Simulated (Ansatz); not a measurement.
Here is an Ansatz 0.2.0 calculation.

Contents of run.py:

```python
import json

import ase.io
import numpy as np
import spglib

import ansatz as az

atoms = ase.io.read("ZrC.cif")
cell, frac, numbers = spglib.find_primitive((atoms.cell[:], atoms.get_scaled_positions(), atoms.numbers), symprec=1e-5)
atoms = ase.Atoms(numbers, cell=cell, scaled_positions=frac, pbc=True)
atoms.set_initial_magnetic_moments([0.5, 0.0])

calculation = (
    az.Crystal.from_ase(atoms)
    .calculation()
    .kpoints(6, 6, 6)
    .functional(exchange="hjs_pbesol", correlation="pbesol", exact_fraction=0.25, screening=0.207)
    .pseudopotentials(kind="paw")
    .spin("collinear")
    .scf(extra_bands=6)
    .occupations(method="gaussian", width=0.02)
    .band_structure(path=(((0.0, 0.0, 0.0), (0.5, 0.0, 0.5), (0.5, 0.25, 0.75), (0.375, 0.375, 0.75), (0.0, 0.0,
        0.0), (0.5, 0.5, 0.5), (0.625, 0.25, 0.625), (0.5, 0.25, 0.75), (0.5, 0.5, 0.5), (0.375, 0.375, 0.75)),
        ((0.625, 0.25, 0.625), (0.5, 0.0, 0.5))), intervals=4)
    .forces()
    .stress()
    .band_table(publish=True)
)
outcome = calculation.run(threads=2, events_out="events.jsonl")

report = outcome.report
for line in open("events.jsonl"):
    event = json.loads(line)
    if event["event"] == "scf_iter":
        d = event["data"]
        print(f"SCF {d['iter']:3d}  HF = {d['harris_foulkes_ev']:.6f} eV  dr2 = {d['dr2_ev']:.2e} eV")
    elif event["event"] in ("relax_step", "md_step"):
        d = event["data"]
        print(f"{event['event']} {d['step']:3d}  E = {d['lagrangian_ev']:.6f} eV")
np.set_printoptions(precision=5, suppress=True, linewidth=110)
print("converged:", report["converged"], "after", report["n_iterations"], "iterations")
print(f"free energy {report['free_energy_ev']:.6f} eV, Fermi level {report['fermi_energy_ev']:.4f} eV")
for key in ("band_edges_ev", "magnetization_mub", "site_moments_mub", "site_moments_nc_mub", "forces_ev_ang",
                "stress_gpa"):
    if report.get(key) is not None:
        print(key, np.array(report[key]), sep="\n")
```

File ZrC.cif:

```cif
data_ZrC
_cell_length_a 4.66607324
_cell_length_b 4.66607324
_cell_length_c 4.66607324
_cell_angle_alpha 90.00000000
_cell_angle_beta 90.00000000
_cell_angle_gamma 90.00000000
_space_group_name_H-M_alt 'Fm-3m'
_space_group_name_Hall '-F 4 2 3'
_space_group_IT_number 225
loop_
_space_group_symop_operation_xyz
'x,y,z'
'-x,-y,-z'
'-y,x,z'
'y,-x,-z'
'-x,-y,z'
'x,y,-z'
'y,-x,z'
'-y,x,-z'
'x,-y,-z'
'-x,y,z'
'-y,-x,-z'
'y,x,z'
'-x,y,-z'
'x,-y,z'
'y,x,-z'
'-y,-x,z'
'z,x,y'
'-z,-x,-y'
'z,-y,x'
'-z,y,-x'
'z,-x,-y'
'-z,x,y'
'z,y,-x'
'-z,-y,x'
'-z,x,-y'
'z,-x,y'
'-z,-y,-x'
'z,y,x'
'-z,-x,y'
'z,x,-y'
'-z,y,x'
'z,-y,-x'
'y,z,x'
'-y,-z,-x'
'x,z,-y'
'-x,-z,y'
'-y,z,-x'
'y,-z,x'
'-x,z,y'
'x,-z,-y'
'-y,-z,x'
'y,z,-x'
'-x,-z,-y'
'x,z,y'
'y,-z,-x'
'-y,z,x'
'x,-z,y'
'-x,z,-y'
'x,y+1/2,z+1/2'
'-x,-y+1/2,-z+1/2'
'-y,x+1/2,z+1/2'
'y,-x+1/2,-z+1/2'
'-x,-y+1/2,z+1/2'
'x,y+1/2,-z+1/2'
'y,-x+1/2,z+1/2'
'-y,x+1/2,-z+1/2'
'x,-y+1/2,-z+1/2'
'-x,y+1/2,z+1/2'
'-y,-x+1/2,-z+1/2'
'y,x+1/2,z+1/2'
'-x,y+1/2,-z+1/2'
[... 41 lines left out ...]
'y+1/2,-x,z+1/2'
'-y+1/2,x,-z+1/2'
'x+1/2,-y,-z+1/2'
'-x+1/2,y,z+1/2'
'-y+1/2,-x,-z+1/2'
'y+1/2,x,z+1/2'
'-x+1/2,y,-z+1/2'
'x+1/2,-y,z+1/2'
'y+1/2,x,-z+1/2'
'-y+1/2,-x,z+1/2'
'z+1/2,x,y+1/2'
'-z+1/2,-x,-y+1/2'
'z+1/2,-y,x+1/2'
'-z+1/2,y,-x+1/2'
'z+1/2,-x,-y+1/2'
'-z+1/2,x,y+1/2'
'z+1/2,y,-x+1/2'
'-z+1/2,-y,x+1/2'
'-z+1/2,x,-y+1/2'
'z+1/2,-x,y+1/2'
'-z+1/2,-y,-x+1/2'
'z+1/2,y,x+1/2'
'-z+1/2,-x,y+1/2'
'z+1/2,x,-y+1/2'
'-z+1/2,y,x+1/2'
'z+1/2,-y,-x+1/2'
'y+1/2,z,x+1/2'
'-y+1/2,-z,-x+1/2'
'x+1/2,z,-y+1/2'
'-x+1/2,-z,y+1/2'
'-y+1/2,z,-x+1/2'
'y+1/2,-z,x+1/2'
'-x+1/2,z,y+1/2'
'x+1/2,-z,-y+1/2'
'-y+1/2,-z,x+1/2'
'y+1/2,z,-x+1/2'
'-x+1/2,-z,-y+1/2'
'x+1/2,z,y+1/2'
'y+1/2,-z,-x+1/2'
'-y+1/2,z,x+1/2'
'x+1/2,-z,y+1/2'
'-x+1/2,z,-y+1/2'
'x+1/2,y+1/2,z'
'-x+1/2,-y+1/2,-z'
'-y+1/2,x+1/2,z'
'y+1/2,-x+1/2,-z'
'-x+1/2,-y+1/2,z'
'x+1/2,y+1/2,-z'
'y+1/2,-x+1/2,z'
'-y+1/2,x+1/2,-z'
'x+1/2,-y+1/2,-z'
'-x+1/2,y+1/2,z'
'-y+1/2,-x+1/2,-z'
'y+1/2,x+1/2,z'
'-x+1/2,y+1/2,-z'
'x+1/2,-y+1/2,z'
'y+1/2,x+1/2,-z'
'-y+1/2,-x+1/2,z'
'z+1/2,x+1/2,y'
'-z+1/2,-x+1/2,-y'
'z+1/2,-y+1/2,x'
'-z+1/2,y+1/2,-x'
'z+1/2,-x+1/2,-y'
'-z+1/2,x+1/2,y'
'z+1/2,y+1/2,-x'
'-z+1/2,-y+1/2,x'
'-z+1/2,x+1/2,-y'
'z+1/2,-x+1/2,y'
'-z+1/2,-y+1/2,-x'
'z+1/2,y+1/2,x'
'-z+1/2,-x+1/2,y'
'z+1/2,x+1/2,-y'
'-z+1/2,y+1/2,x'
'z+1/2,-y+1/2,-x'
'y+1/2,z+1/2,x'
'-y+1/2,-z+1/2,-x'
'x+1/2,z+1/2,-y'
'-x+1/2,-z+1/2,y'
'-y+1/2,z+1/2,-x'
'y+1/2,-z+1/2,x'
'-x+1/2,z+1/2,y'
'x+1/2,-z+1/2,-y'
'-y+1/2,-z+1/2,x'
'y+1/2,z+1/2,-x'
'-x+1/2,-z+1/2,-y'
'x+1/2,z+1/2,y'
'y+1/2,-z+1/2,-x'
'-y+1/2,z+1/2,x'
'x+1/2,-z+1/2,y'
'-x+1/2,z+1/2,-y'
loop_
_atom_site_label
_atom_site_type_symbol
_atom_site_symmetry_multiplicity
_atom_site_Wyckoff_symbol
_atom_site_fract_x
_atom_site_fract_y
_atom_site_fract_z
_atom_site_occupancy
Zr1 Zr 4 b 0.5000000000 0.0000000000 0.0000000000 1
C1 C 4 a 0.0000000000 0.0000000000 0.0000000000 1
```

Potentials or basis: Ansatz PAW.

Command:

```bash
$ python run.py
```

(1) What does it give for the band gap on the k mesh?

(2) Predict the absolute moment.

(3) Predict the pressure.

## Answers

(1) 0.29 eV.

(2) 0.00 μB per cell.

(3) -0.2 GPa.

Caveat: the magnetic or orbital state may not be the lowest; the PAW data sets were made with another functional, which shifts forces and pressure a little; the starting moments weren't kept; the thresholds are loose for stress.
